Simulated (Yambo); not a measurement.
Moving the volume of the cell in GaN

Symmetry: F-43m, No. 216, cubic system. Conventional cell: a = 4.507 Å, b = 4.507 Å, c = 4.507 Å, α = 90.00°, β = 90.00°, γ = 90.00°. Around Ga (site symmetry -43m) lie 4 N at 1.95 Å. N (site symmetry -43m) is surrounded by 4 Ga at 1.95 Å.

The cell is a database's computed one, not the measured one.

Kept alike: task optical spectrum; functional PBE; k mesh 6 × 6 × 6; occupations fixed; no spin polarisation. Program: Yambo, PseudoDojo 0.4.1 SR PBE standard, cutoff 1143 eV. The mesh is that of the run's cell of 2 atoms. No spin-orbit coupling.

| run | band gap (eV) |
| --- | --- |
| A | 1.759 |
| B | 1.258 |
| C | 1.503 |
| D | 2.305 |
| E | 2.595 |
| F | 2.026 |

The cell shown is the unstrained one; x, y and z are its Cartesian axes; atoms keep their fractions. A gap read on the mesh alone can miss an edge between its points.

The runs differ in the volume of the cell alone: 0.88; 0.92; 0.96; 1; 1.04; 1.08 times the cell shown. Which run is which?

Run A is 1 times the cell shown; run B is 1.08 times the cell shown; run C is 1.04 times the cell shown; run D is 0.92 times the cell shown; run E is 0.88 times the cell shown; run F is 0.96 times the cell shown. The band gap falls from 2.595 to 1.258 eV between 0.88 and 1.08 times the cell shown.

The gap narrows at every step of expansion, from 2.595 eV in the most compressed cell to 1.258 eV in the most expanded. In zinc-blende GaN the conduction-band minimum at Γ is an antibonding, largely s-like state on Ga and N, whereas the valence-band top is mainly N 2p with some bonding Ga p character. Shorter bonds strengthen the s–s interaction and push the antibonding state up faster than the valence top, so compression opens the gap. The steps shrink slightly on expansion, but the gap is nearly linear in the logarithm of the volume, which means an almost constant deformation potential. This smooth course suggests that the minimum stays at Γ, with no crossover to the less pressure-sensitive X valley.

The unstrained value of 1.759 eV lies far below the measured gap, as expected of a semilocal functional, so the trend is more trustworthy than the absolute gaps. It does not carry over directly to epitaxial films, where biaxial strain also splits the valence-band top.
